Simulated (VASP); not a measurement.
# HfB2 (P6/mmm) in VASP: further runs

The runs below take HfB2 through single point, with PBEsol.

All numbers are computed with VASP 6.6.1; they aren't measurements. Logs are shortened: lines on timing, memory, paths and dates and some standing lists are left out, and cuts for length are marked.

### 1 The structure

The structure is hexagonal, space group P6/mmm (No. 191). Conventional cell: a = 3.140 Å, b = 3.140 Å, c = 3.480 Å, α = 90.00°, β = 90.00°, γ = 120.00°. Around Hf (site symmetry 6/mmm) lie 12 B at 2.51 Å. B (site symmetry -6m2) has 3 B at 1.81 Å as nearest neighbours.

### 2 Single point, PBEsol

The input, INCAR:

```
SYSTEM = HfB2
  PREC = Accurate
  ENCUT = 520
  EDIFF = 1E-7
  ISMEAR = 1
  SIGMA = 0.15
  LREAL = .FALSE.
  LASPH = .TRUE.
  NELM = 100
  ALGO = Normal
  ISIF = 2
  LWAVE = .FALSE.
  LCHARG = .FALSE.
  GGA = PS
  NBANDS = 12
  ADDGRID = .FALSE.
```

The input, KPOINTS:

```
Automatic mesh
0
G
  7 7 6
  0 0 0
```

The input, POSCAR:

```
HfB2
1.0
    3.1400000000      0.0000000000      0.0000000000
   -1.5700000000      2.7193197679      0.0000000000
    0.0000000000      0.0000000000      3.4800000000
Hf B
1 2
Direct
   -0.0142630000      0.0046330000     -0.0059370000
    0.6696320000      0.3380360000      0.4871880000
    0.3055440000      0.6904850000      0.5067950000
```

Potentials or basis: VASP PAW PBE potentials, release 64 (Hf, B).

Command:

```sh
$ cat potpaw_PBE.64/Hf/POTCAR potpaw_PBE.64/B/POTCAR > POTCAR
$ mpirun -np 1 vasp_std > vasp.out
```

OUTCAR:

```text
SYSTEM = HfB2
   PREC = Accurate
   ENCUT = 520
   EDIFF = 1E-7
   ISMEAR = 1
   LREAL = .FALSE.
   LASPH = .TRUE.
   NELM = 100
   ISIF = 2
   GGA = PS

 Found    148 irreducible k-points:

 Following reciprocal coordinates:
            Coordinates               Weight
  0.000000  0.000000  0.000000      1.000000
  0.142857  0.000000  0.000000      2.000000
  0.000000  0.142857  0.000000      2.000000
 -0.142857  0.142857  0.000000      2.000000
  0.285714  0.000000  0.000000      2.000000
  0.000000  0.285714  0.000000      2.000000
   k-points           NKPTS =    148   k-points in BZ     NKDIM =    148   number of bands    NBANDS=     12
   number of dos      NEDOS =    301   number of ions     NIONS =      3
   total plane-waves  NPLWV =  16128
   dimension x,y,z NGX =    24 NGY =   24 NGZ =   28
   dimension x,y,z NGXF=    48 NGYF=   48 NGZF=   56
   ions per type =               1   2
   NGX,Y,Z   is equivalent  to a cutoff of  12.71, 12.71, 13.38 a.u.
   NGXF,Y,Z  is equivalent  to a cutoff of  25.41, 25.41, 26.75 a.u.
 SYSTEM =  HfB2
   PREC   = accura    normal or accurate (medium, high low for compatibility)
   ISTART =      0    job   : 0-new  1-cont  2-samecut
   ICHARG =      2    charge: 1-file 2-atom 10-const
   ISPIN  =      1    spin polarized calculation?
   LNONCOLLINEAR =      F non collinear calculations
   LSORBIT =      F    spin-orbit coupling
   LASPH  =      T    aspherical Exc in radial PAW
   ENCUT  =  520.0 eV  38.22 Ry    6.18 a.u.   5.84  5.84  6.47*2*pi/ulx,y,z
   NELM   =    100;   NELMIN=  2; NELMDL= -5     # of ELM steps
   EDIFF  = 0.1E-06   stopping-criterion for ELM
   LREAL  =      F    real-space projection
   EDIFFG = 0.1E-05   stopping-criterion for IOM
   NSW    =      0    number of steps for IOM
   IBRION =     -1    ionic relax: 0-MD 1-quasi-New 2-CG
   NFREE  =      0    steps in history (QN), initial steepest desc. (CG)
   ISIF   =      2    stress and relaxation
   ISYM   =      2    0-nonsym 1-usesym 2-fastsym
   POTIM  = 0.5000    time-step for ionic-motion
   TEBEG  =    0.0;   TEEND  =   0.0 temperature during run
   PSTRESS=    0.0 pullay stress
   NELECT =      10.0000    total number of electrons
   NUPDOWN=      -1.0000    fix difference up-down
   EMIN   =  10.00;   EMAX   =-10.00  energy-range for DOS
   EFERMI =   0.00;   METHOD = LEGACY
   ISMEAR =     1;   SIGMA  =   0.15  broadening in eV -4-tet -1-fermi 0-gaus
   EFERMI_NEDOS =   21; number of points for ismear=-14 and -15
   IALGO  =     38    algorithm
   IMIX   =      4    mixing-type and parameters
     AMIX     =   0.40;   BMIX     =  1.00
     AMIX_MAG =   1.60;   BMIX_MAG =  1.00
  volume/ion in A,a.u.               =       9.90        66.84
  Fermi-wavevector in a.u.,A,eV,Ry     =   1.138724  2.151876 17.642568  1.296692
  Thomas-Fermi vector in A             =   2.275428
   LORBIT       =      0    0 simple, 1 ext, 2 COOP (PROOUT), +10 PAW based schemes
   GGA     = PS    functional components
   LHFCALC =     F    Hartree Fock is set to
   AEXX    =    0.0000 exact exchange contribution
   IVDW    =     0    specifies the selected vdW correction
   LEPSILON=     F    determine dielectric tensor
   LRPA    =     F    only Hartree local field effects (RPA)
 non-spin polarized calculation
 Methfessel and Paxton  Order N= 1 SIGMA  =   0.15
  energy-cutoff  :      520.00
  volume of cell :       29.71
 maximum number of plane-waves:       816
   NGX = 11   NGY = 11   NGZ = 13

 number of electron      10.0000000 magnetization

 Free energy of the ion-electron system (eV)
  ---------------------------------------------------
  ext. energy  EPLUGINS =         0.00000000
  ---------------------------------------------------
  free energy    TOTEN  =       -27.79351957 eV

  energy without entropy =      -27.79362973  energy(sigma->0) =      -27.79355629

 E-fermi :   7.5734     XC(G=0): -12.4524

 val. band max:        7.4772282751   @ k =  -0.1429  -0.4286   0.0000
 cond. band min:       7.5768812340   @ k =   0.0000   0.1429   0.3333
 fundamental gap:      0.0996529589
 Fermi energy:         7.5733809386

 k-point     1 :       0.0000    0.0000    0.0000
  band No.  band energies     occupation
      1      -5.9038      2.00000
      2       4.3753      2.00000
      3       4.7272      2.00000
      4       5.0449      2.00000
      5       5.5453      2.00000
      6      11.5564      0.00000
      7      11.7186      0.00000
      8      11.9371      0.00000
      9      12.1331      0.00000
     10      12.8337      0.00000
     11      13.1115      0.00000
     12      13.9686      0.00000

 k-point     2 :       0.1429    0.0000    0.0000
  band No.  band energies     occupation
      1      -5.4951      2.00000
      2       3.4716      2.00000
      3       4.7311      2.00000
      4       5.1024      2.00000
      5       5.4047      2.00000
      6      10.4240     -0.00000
      7      11.3943      0.00000
      8      11.5017      0.00000
      9      12.0560      0.00000
     10      13.4913      0.00000
     11      14.5212      0.00000
     12      15.0009      0.00000

 k-point     3 :       0.0000    0.1429    0.0000
  band No.  band energies     occupation
      1      -5.4924      2.00000
      2       3.5192      2.00000
      3       4.7098      2.00000
      4       5.0711      2.00000
      5       5.3647      2.00000
      6      10.3679     -0.00000
      7      11.4289      0.00000
      8      11.6049      0.00000
      9      12.1144      0.00000
     10      13.3905      0.00000
     11      14.5207      0.00000
     12      14.9577      0.00000

 k-point     4 :      -0.1429    0.1429    0.0000
  band No.  band energies     occupation
      1      -5.4794      2.00000
      2       4.2097      2.00000
      3       4.4003      2.00000
      4       4.6041      2.00000
      5       5.1470      2.00000
      6      10.2778     -0.00000
      7      11.6282      0.00000
      8      11.7189      0.00000
      9      12.3799      0.00000
     10      13.5999      0.00000
     11      14.5064      0.00000
     12      14.7385      0.00000

 k-point     5 :       0.2857    0.0000    0.0000
  band No.  band energies     occupation
      1      -4.3656      2.00000
      2       1.5263      2.00000
      3       4.2251      2.00000
      4       4.9729      2.00000
      5       5.5415      2.00000
      6      10.1027     -0.00000
      7      10.7018      0.00000
      8      11.0793      0.00000
      9      11.8814      0.00000
     10      13.6951      0.00000
     11      16.2820      0.00000
     12      17.3930      0.00000

 k-point     6 :       0.0000    0.2857    0.0000
  band No.  band energies     occupation
      1      -4.3531      2.00000
      2       1.5585      2.00000
      3       4.1646      2.00000
      4       4.9296      2.00000
      5       5.4988      2.00000
      6      10.0744     -0.00000
      7      10.8158      0.00000
      8      11.1291      0.00000
      9      11.9362      0.00000
     10      13.6881      0.00000
     11      16.2048      0.00000
     12      17.4739      0.00000

 [... further k-points ...]

------------------------ aborting loop because EDIFF is reached ----------------------------------------

  FORCE on cell =-STRESS in cart. coord.  units (eV):
  Direction    XX          YY          ZZ          XY          YZ          ZX
  --------------------------------------------------------------------------------------
  -------------------------------------------------------------------------------------
  Total       -0.0517074     -0.4815421     -0.8364315     -0.3201049      0.0780452     -0.0940117
  in kB       -2.7880078    -25.9642460    -45.0995090    -17.2597212      4.2081162     -5.0690129
  external PRESSURE =     -24.6172543 kB  Pullay stress =       0.0000000 kB

 VOLUME and BASIS-vectors are now :
 -----------------------------------------------------------------------------
  energy-cutoff  :      520.00
  volume of cell :       29.71
      direct lattice vectors                 reciprocal lattice vectors
     3.140000000  0.000000000  0.000000000     0.318471338  0.183869512  0.000000000
    -1.570000000  2.719319768  0.000000000     0.000000000  0.367739025  0.000000000
     0.000000000  0.000000000  3.480000000     0.000000000  0.000000000  0.287356322

 POSITION                                       TOTAL-FORCE (eV/Angst)
 -----------------------------------------------------------------------------------
      3.08794      0.01260      3.45934        -0.149793      0.359980      0.161792
      1.57193      0.91923      1.69541        -1.371300      0.287389      0.257539
     -0.12465      1.87765      1.76365         1.521094     -0.647368     -0.419330
 -----------------------------------------------------------------------------------
    total drift:                                0.000007      0.000001     -0.000026

  FREE ENERGIE OF THE ION-ELECTRON SYSTEM (eV)
  ---------------------------------------------------
  free  energy   TOTEN  =       -27.7935195722 eV

  energy  without entropy=      -27.7936297313  energy(sigma->0) =      -27.79355629
```

It took 20 s on 1 thread of Intel Xeon Platinum 8559C (Emerald Rapids), shared host; peak memory 0.18 GiB.

These settings aren't checked as converged: the numbers below hold their error.

What came out:

* Free energy: -27.7935 eV
* Pressure: -2.5 GPa
* Largest force: 1.705 eV/Å
* Band gap on the k mesh: none (metal or under the smearing width)

Caveat: the PAW data sets were made with another functional, which shifts forces and pressure a little.

### 3 Single point, PBEsol

INCAR: that of step 2 with these lines changed.

```diff
@@ -2,3 +2,3 @@
   PREC = Accurate
-  ENCUT = 520
+  ENCUT = 650
   EDIFF = 1E-7
```

KPOINTS is that of step 2.

The input, POSCAR:

```
HfB2
1.0
    3.1400000000      0.0000000000      0.0000000000
   -1.5700000000      2.7193197679      0.0000000000
    0.0000000000      0.0000000000      3.4800000000
Hf B
1 2
Direct
    0.0000000000      0.0000000000      0.0000000000
    0.6666666667      0.3333333333      0.5000000000
    0.3333333333      0.6666666667      0.5000000000
```

Potentials or basis: VASP PAW PBE potentials, release 64 (Hf, B).

Command:

```sh
$ cat potpaw_PBE.64/Hf/POTCAR potpaw_PBE.64/B/POTCAR > POTCAR
$ mpirun -np 1 vasp_std > vasp.out
```

OUTCAR:

```text
SYSTEM = HfB2
   PREC = Accurate
   ENCUT = 650
   EDIFF = 1E-7
   ISMEAR = 1
   LREAL = .FALSE.
   LASPH = .TRUE.
   NELM = 100
   ISIF = 2
   GGA = PS

 Found     32 irreducible k-points:

 Following reciprocal coordinates:
            Coordinates               Weight
  0.000000  0.000000  0.000000      1.000000
  0.142857  0.000000  0.000000      6.000000
  0.285714  0.000000  0.000000      6.000000
  0.428571  0.000000  0.000000      6.000000
  0.142857  0.142857  0.000000      6.000000
  0.285714  0.142857  0.000000     12.000000
   k-points           NKPTS =     32   k-points in BZ     NKDIM =     32   number of bands    NBANDS=     12
   number of dos      NEDOS =    301   number of ions     NIONS =      3
   total plane-waves  NPLWV =  23520
   dimension x,y,z NGX =    28 NGY =   28 NGZ =   30
   dimension x,y,z NGXF=    56 NGYF=   56 NGZF=   60
   ions per type =               1   2
   NGX,Y,Z   is equivalent  to a cutoff of  14.82, 14.82, 14.33 a.u.
   NGXF,Y,Z  is equivalent  to a cutoff of  29.65, 29.65, 28.66 a.u.
 SYSTEM =  HfB2
   PREC   = accura    normal or accurate (medium, high low for compatibility)
   ISTART =      0    job   : 0-new  1-cont  2-samecut
   ICHARG =      2    charge: 1-file 2-atom 10-const
   ISPIN  =      1    spin polarized calculation?
   LNONCOLLINEAR =      F non collinear calculations
   LSORBIT =      F    spin-orbit coupling
   LASPH  =      T    aspherical Exc in radial PAW
[... 135 lines left out ...]
  band No.  band energies     occupation
      1      -3.2581      2.00000
      2       0.7323      2.00000
      3       2.9667      2.00000
      4       4.0255      2.00000
      5       6.8053      2.00000
      6       8.3351     -0.00000
      7       9.7875     -0.00000
      8      13.5887      0.00000
      9      13.7231      0.00000
     10      14.5098      0.00000
     11      16.6393      0.00000
     12      17.7424      0.00000

 [... further k-points ...]

------------------------ aborting loop because EDIFF is reached ----------------------------------------

  FORCE on cell =-STRESS in cart. coord.  units (eV):
  Direction    XX          YY          ZZ          XY          YZ          ZX
  --------------------------------------------------------------------------------------
  -------------------------------------------------------------------------------------
  Total       -0.6887427     -0.6887427     -0.9081198      0.0000000      0.0000000      0.0000000
  in kB      -37.1362793    -37.1362793    -48.9648645      0.0000000      0.0000000      0.0000000
  external PRESSURE =     -41.0791410 kB  Pullay stress =       0.0000000 kB

 VOLUME and BASIS-vectors are now :
 -----------------------------------------------------------------------------
  energy-cutoff  :      650.00
  volume of cell :       29.71
      direct lattice vectors                 reciprocal lattice vectors
     3.140000000  0.000000000  0.000000000     0.318471338  0.183869512  0.000000000
    -1.570000000  2.719319768  0.000000000     0.000000000  0.367739025  0.000000000
     0.000000000  0.000000000  3.480000000     0.000000000  0.000000000  0.287356322

 POSITION                                       TOTAL-FORCE (eV/Angst)
 -----------------------------------------------------------------------------------
      0.00000      0.00000      0.00000         0.000000      0.000000     -0.000000
      1.57000      0.90644      1.74000        -0.000000      0.000000     -0.000000
     -0.00000      1.81288      1.74000         0.000000     -0.000000      0.000000
 -----------------------------------------------------------------------------------
    total drift:                               -0.000000      0.000000     -0.000000

  FREE ENERGIE OF THE ION-ELECTRON SYSTEM (eV)
  ---------------------------------------------------
  free  energy   TOTEN  =       -27.9242144883 eV

  energy  without entropy=      -27.9250673411  energy(sigma->0) =      -27.92449877
```

It took 10 s on 1 thread of Intel Xeon Platinum 8559C (Emerald Rapids), shared host; peak memory 0.16 GiB.

These settings aren't checked as converged: the numbers below hold their error.

What came out:

```
Free energy            : -27.9242 eV
Pressure               : -4.1 GPa
Band gap on the k mesh : none (metal or under the smearing width)
```

Caveat: the PAW data sets were made with another functional, which shifts forces and pressure a little.

### 4 For comparison

An earlier run on the cell as given: functional PBEsol; potentials or basis VASP PAW PBE potentials, release 64 (Hf_pv, B); cutoff 520 eV; k mesh 10 × 10 × 8; occupations fermi-dirac, width 0.05 eV; no spin polarisation.

- Pressure: -4.4 GPa
- Band gap on the k mesh: none (metal or under the smearing width)
